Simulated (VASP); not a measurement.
# TiSe2 in VASP: a series of runs

One slab, TiSe2, is run at these levels: LDA, PBEsol; tasks: relaxation of cell and atoms.

The COD entry that gives the cell may itself be a prediction, so a difference from it is no test against experiment.

Program: VASP 6.6.1. These are calculated values, not measurements. Logs are shortened: lines on timing, memory, paths and dates and some standing lists are left out, and cuts for length are marked.

## 1. The slab as given

The cell holds a slab with vacuum, 3 atoms: a = 3.424 Å, b = 3.424 Å, c = 21.064 Å, α = 90.00°, β = 90.00°, γ = 120.00°.

## 2. Relaxation of cell and atoms, LDA

INCAR reads:

```
ALGO     = Normal         # electronic algorithm
EDIFF    = 1E-7           # SCF threshold, eV
EDIFFG   = -0.005         # ionic threshold
ENCUT    = 600            # plane-wave cutoff, eV
IBRION   = 2              # ionic algorithm
ISIF     = 3              # what is computed and relaxed
ISMEAR   = 0              # smearing method
LASPH    = True           # aspherical terms in the spheres
LATTICE_CONSTRAINTS= .TRUE. .TRUE. .FALSE.
LCHARG   = False          # write CHGCAR
LREAL    = False          # projectors in reciprocal space
LWAVE    = False          # write WAVECAR
NELM     = 80             # most SCF steps
NSW      = 90             # ionic steps
PREC     = Accurate       # precision mode
SIGMA    = 0.03           # smearing width, eV
```

KPOINTS reads:

```
k-points
0
Gamma
  12 12 1
```

POSCAR reads:

```
TiSe2                                   
1.0
    3.4239143225      0.0000000000      0.0000000000
   -1.7119571612      2.9651967856      0.0000000000
    0.0000000000      0.0000000000     21.0644416000
  Se              Ti            
     2     1
Direct
     0.6666666699999979    0.3333333300000021    0.4263786731478580
     0.3333333300000021    0.6666666699999979    0.5736213268521417
     0.0000000000000000    0.0000000000000000    0.5000000000000000
```

Potentials or basis: VASP PAW LDA potentials, release 64 (Se, Ti_sv).

The run is started by

```bash
$ cat potpaw_LDA.64/Se/POTCAR potpaw_LDA.64/Ti_sv/POTCAR > POTCAR
$ mpirun -np 1 vasp_std > vasp.out
```

OUTCAR:

```text
EDIFF = 1E-7
   EDIFFG = -0.005
   ENCUT = 600
   IBRION = 2
   ISIF = 3
   ISMEAR = 0
   LASPH = True
   LREAL = False
   NELM = 80
   NSW = 90
   PREC = Accurate

 ion  position               nearest neighbor table
   1  0.667  0.333  0.426-   3 2.51   3 2.51   3 2.51
   2  0.333  0.667  0.574-   3 2.51   3 2.51   3 2.51
   3  0.000  0.000  0.500-   1 2.51   2 2.51   1 2.51   2 2.51   1 2.51   2 2.51

  LATTYP: Found a hexagonal cell.
 ALAT       =     3.4239143225
 C/A-ratio  =     6.1521520739

  Lattice vectors:

 A1 = (   3.4239143225,   0.0000000000,   0.0000000000)
 A2 = (  -1.7119571612,   2.9651967856,   0.0000000000)
 A3 = (   0.0000000000,   0.0000000000,  21.0644416000)

Analysis of symmetry for initial positions (statically):
=====================================================================
 Subroutine PRICEL returns:
 Original cell was already a primitive cell.

 Routine SETGRP: Setting up the symmetry group for a
 hexagonal supercell.

 Subroutine GETGRP returns: Found 12 space group operations
 (whereof 12 operations were pure point group operations)
 out of a pool of 24 trial point group operations.

The static configuration has the point symmetry D_3d.

Analysis of symmetry for dynamics (positions and initial velocities):
=====================================================================
 Subroutine PRICEL returns:
 Original cell was already a primitive cell.

 Routine SETGRP: Setting up the symmetry group for a
 hexagonal supercell.

 Subroutine GETGRP returns: Found 12 space group operations
 (whereof 12 operations were pure point group operations)
 out of a pool of 24 trial point group operations.

The dynamic configuration has the point symmetry D_3d.

 Subroutine INISYM returns: Found 12 space group operations
 (whereof 12 operations are pure point group operations),
 and found     1 'primitive' translations

----------------------------------------------------------------------------------------

                                     Primitive cell

  volume of cell :     213.8584

  direct lattice vectors                    reciprocal lattice vectors
     3.423914322  0.000000000  0.000000000     0.292063383  0.168622873  0.000000000
    -1.711957161  2.965196786  0.000000000     0.000000000  0.337245745  0.000000000
     0.000000000  0.000000000 21.064441600     0.000000000  0.000000000  0.047473369

  length of vectors
     3.423914322  3.423914324 21.064441600     0.337245745  0.337245745  0.047473369

  position of ions in fractional coordinates (direct lattice)
     0.666666670  0.333333330  0.426378673
     0.333333330  0.666666670  0.573621327
     0.000000000  0.000000000  0.500000000

  ion indices of the primitive-cell ions
   primitive index   ion index
                 1           1
                 2           2
                 3           3

----------------------------------------------------------------------------------------

 KPOINTS: k-points

Automatic generation of k-mesh.
 Grid dimensions read from file:
 generate k-points for:   12   12    1

 Generating k-lattice:

  Cartesian coordinates                     Fractional coordinates (reciprocal lattice)
     0.024338615  0.014051906  0.000000000     0.083333333  0.000000000  0.000000000
     0.000000000  0.028103812  0.000000000     0.000000000  0.083333333  0.000000000
     0.000000000  0.000000000  0.047473369     0.000000000  0.000000000  1.000000000

  Length of vectors
     0.028103812  0.028103812  0.047473369

  Shift w.r.t. Gamma in fractional coordinates (k-lattice)
     0.000000000  0.000000000  0.000000000

 Subroutine IBZKPT returns following result:
 ===========================================

 Found     19 irreducible k-points:

 Following reciprocal coordinates:
            Coordinates               Weight
  0.000000  0.000000  0.000000      1.000000
  0.083333  0.000000  0.000000      6.000000
  0.166667  0.000000  0.000000      6.000000
  0.250000  0.000000  0.000000      6.000000
  0.333333  0.000000  0.000000      6.000000
  0.416667  0.000000  0.000000      6.000000
[... 11 lines left out ...]
  0.333333  0.250000  0.000000     12.000000
  0.333333  0.333333  0.000000      2.000000
   k-points           NKPTS =     19   k-points in BZ     NKDIM =     19   number of bands    NBANDS=     16
   number of dos      NEDOS =    301   number of ions     NIONS =      3
   total plane-waves  NPLWV = 131712
   dimension x,y,z NGX =    28 NGY =   28 NGZ =  168
   dimension x,y,z NGXF=    56 NGYF=   56 NGZF=  336
   ions per type =               2   1
   NGX,Y,Z   is equivalent  to a cutoff of  13.60, 13.60, 13.26 a.u.
   NGXF,Y,Z  is equivalent  to a cutoff of  27.19, 27.19, 26.52 a.u.
 SYSTEM =  unknown system
   PREC   = accura    normal or accurate (medium, high low for compatibility)
   ISTART =      0    job   : 0-new  1-cont  2-samecut
   ICHARG =      2    charge: 1-file 2-atom 10-const
   ISPIN  =      1    spin polarized calculation?
   LNONCOLLINEAR =      F non collinear calculations
   LSORBIT =      F    spin-orbit coupling
   LASPH  =      T    aspherical Exc in radial PAW
   ENCUT  =  600.0 eV  44.10 Ry    6.64 a.u.   6.84  6.84 42.07*2*pi/ulx,y,z
   NELM   =     80;   NELMIN=  2; NELMDL= -5     # of ELM steps
   EDIFF  = 0.1E-06   stopping-criterion for ELM
   LREAL  =      F    real-space projection
   EDIFFG = -.5E-02   stopping-criterion for IOM
   NSW    =     90    number of steps for IOM
   IBRION =      2    ionic relax: 0-MD 1-quasi-New 2-CG
   NFREE  =      1    steps in history (QN), initial steepest desc. (CG)
   ISIF   =      3    stress and relaxation
   ISYM   =      2    0-nonsym 1-usesym 2-fastsym
   POTIM  = 0.5000    time-step for ionic-motion
   TEBEG  =    0.0;   TEEND  =   0.0 temperature during run
   PSTRESS=    0.0 pullay stress
   NELECT =      24.0000    total number of electrons
   NUPDOWN=      -1.0000    fix difference up-down
   EMIN   =  10.00;   EMAX   =-10.00  energy-range for DOS
   EFERMI =   0.00;   METHOD = LEGACY
   ISMEAR =     0;   SIGMA  =   0.03  broadening in eV -4-tet -1-fermi 0-gaus
   EFERMI_NEDOS =   21; number of points for ismear=-14 and -15
   IALGO  =     38    algorithm
   IMIX   =      4    mixing-type and parameters
     AMIX     =   0.40;   BMIX     =  1.00
     AMIX_MAG =   1.60;   BMIX_MAG =  1.00
  volume/ion in A,a.u.               =      71.29       481.06
  Fermi-wavevector in a.u.,A,eV,Ry     =   0.789653  1.492228  8.483945  0.623552
  Thomas-Fermi vector in A             =   1.894838
   LORBIT       =      0    0 simple, 1 ext, 2 COOP (PROOUT), +10 PAW based schemes
   GGA     = CA    functional components
   LHFCALC =     F    Hartree Fock is set to
   AEXX    =    0.0000 exact exchange contribution
   IVDW    =     0    specifies the selected vdW correction
   LEPSILON=     F    determine dielectric tensor
   LRPA    =     F    only Hartree local field effects (RPA)
 conjugate gradient relaxation of ions
 non-spin polarized calculation
 Gauss-broadening in eV      SIGMA  =   0.03
  energy-cutoff  :      600.00
  volume of cell :      213.86
 maximum number of plane-waves:      7179
 NGX is ok and might be reduce to    28
   NGX = 13   NGY = 13   NGZ = 85

 number of electron      23.9999996 magnetization

 Free energy of the ion-electron system (eV)
  ---------------------------------------------------
  ext. energy  EPLUGINS =         0.00000000
  ---------------------------------------------------
  free energy    TOTEN  =       -20.13518371 eV

  energy without entropy =      -20.13474065  energy(sigma->0) =      -20.13496218

 E-fermi :  -2.4664     XC(G=0):  -3.5421

 val. band max:       -2.4869561498   @ k =   0.4167   0.0000   0.0000
 cond. band min:      -2.3608111079   @ k =   0.3333   0.0000   0.0000
 fundamental gap:      0.1261450420
 Fermi energy:        -2.4664078747

 k-point     1 :       0.0000    0.0000    0.0000
  band No.  band energies     occupation
      1     -59.0967      2.00000
      2     -35.7415      2.00000
      3     -35.6992      2.00000
      4     -35.6992      2.00000
      5     -16.3423      2.00000
      6     -15.3711      2.00000
[... 8 lines left out ...]
     15      -1.6300      0.00000
     16       1.4483      0.00000

 k-point     2 :       0.0833    0.0000    0.0000
  band No.  band energies     occupation
      1     -59.0958      2.00000
      2     -35.7395      2.00000
      3     -35.7081      2.00000
      4     -35.7012      2.00000
      5     -16.2585      2.00000
      6     -15.3295      2.00000
[... 8 lines left out ...]
     15      -1.2136      0.00000
     16       1.0049      0.00000

 k-point     3 :       0.1667    0.0000    0.0000
  band No.  band energies     occupation
      1     -59.0935      2.00000
      2     -35.7346      2.00000
      3     -35.7318      2.00000
      4     -35.7066      2.00000
      5     -16.0180      2.00000
      6     -15.2119      2.00000
[... 8 lines left out ...]
     15      -0.8658      0.00000
     16       0.4207      0.00000

 k-point     4 :       0.2500    0.0000    0.0000
  band No.  band energies     occupation
      1     -59.0903      2.00000
      2     -35.7655      2.00000
      3     -35.7264      2.00000
      4     -35.7141      2.00000
      5     -15.6569      2.00000
      6     -15.0403      2.00000
[... 8 lines left out ...]
     15      -0.7446      0.00000
     16       0.4020      0.00000
[... 229 lines left out ...]
 k-point    17 :       0.2500    0.2500    0.0000
  band No.  band energies     occupation
      1     -59.0840      2.00000
      2     -35.8054      2.00000
      3     -35.7546      2.00000
      4     -35.7115      2.00000
      5     -14.7811      2.00000
      6     -14.6529      2.00000
[... 8 lines left out ...]
     15      -0.5727      0.00000
     16       0.2487      0.00000

 k-point    18 :       0.3333    0.2500    0.0000
  band No.  band energies     occupation
      1     -59.0828      2.00000
      2     -35.8064      2.00000
      3     -35.7681      2.00000
      4     -35.7089      2.00000
      5     -14.6039      2.00000
      6     -14.5594      2.00000
[... 8 lines left out ...]
     15      -0.6650      0.00000
     16       0.4505      0.00000

 k-point    19 :       0.3333    0.3333    0.0000
  band No.  band energies     occupation
      1     -59.0824      2.00000
      2     -35.7900      2.00000
      3     -35.7900      2.00000
      4     -35.7079      2.00000
      5     -14.5324      2.00000
      6     -14.5324      2.00000
[... 8 lines left out ...]
     15      -0.8282      0.00000
     16       0.7975      0.00000

------------------------ aborting loop because EDIFF is reached ----------------------------------------

  FORCE on cell =-STRESS in cart. coord.  units (eV):
  Direction    XX          YY          ZZ          XY          YZ          ZX
  --------------------------------------------------------------------------------------
  -------------------------------------------------------------------------------------
  Total        0.0039815      0.0039815     -0.0104093      0.0000000      0.0000000      0.0000000
  in kB        0.0298282      0.0298282     -0.0779842      0.0000000      0.0000000      0.0000000
  external PRESSURE =      -0.0061093 kB  Pullay stress =       0.0000000 kB

 VOLUME and BASIS-vectors are now :
 -----------------------------------------------------------------------------
  energy-cutoff  :      600.00
  volume of cell :      213.86
      direct lattice vectors                 reciprocal lattice vectors
     3.423914322  0.000000000  0.000000000     0.292063383  0.168622873  0.000000000
    -1.711957161  2.965196786  0.000000000     0.000000000  0.337245745  0.000000000
     0.000000000  0.000000000 21.064441600     0.000000000  0.000000000  0.047473369

 POSITION                                       TOTAL-FORCE (eV/Angst)
 -----------------------------------------------------------------------------------
      1.71196      0.98840      8.98143        -0.000000      0.000000      0.001071
     -0.00000      1.97680     12.08301         0.000000     -0.000000     -0.001071
      0.00000      0.00000     10.53222        -0.000000      0.000000      0.000000
 -----------------------------------------------------------------------------------
    total drift:                               -0.000000      0.000000      0.000000

  FREE ENERGIE OF THE ION-ELECTRON SYSTEM (eV)
  ---------------------------------------------------
  free  energy   TOTEN  =       -20.1351837102 eV

  energy  without entropy=      -20.1347406492  energy(sigma->0) =      -20.13496218

 reached required accuracy - stopping structural energy minimisation
```

Run time: 76 s. Hardware: 1 thread of AMD EPYC 9R45 (Zen 5), shared host; peak memory 0.29 GiB.

What came out:

| Property | Result |
| --- | --- |
| Free energy | -20.1352 eV |
| Band gap on the k mesh | none (metal or under the smearing width) |

Final structure:
```yaml
crystal:
  lattice:
    - [3.42391, 0.00000, 0.00000]
    - [-1.71196, 2.96520, 0.00000]
    - [0.00000, 0.00000, 21.06444]
  atoms:
    - { symbol: Se, position: [0.66667, 0.33333, 0.42638] }
    - { symbol: Se, position: [0.33333, 0.66667, 0.57362] }
    - { symbol: Ti, position: [0.00000, 0.00000, 0.50000] }
```

Levels at points of the mesh, in eV from the Fermi level:
| k point | band 10 | band 11 | band 12 | band 13 | band 14 | band 15 |
| --- | --- | --- | --- | --- | --- | --- |
| (0.00, 0.00, 0.00) | -1.56 | 0.60 | 0.60 | 0.82 | 0.84 | 0.84 |
| (0.50, 0.00, 0.00) | -2.24 | -1.87 | -0.83 | -0.07 | 1.65 | 2.06 |

Caveat: the relaxation stopped at its first step, so nothing moved.

(Part 1 of 3 ends here.)
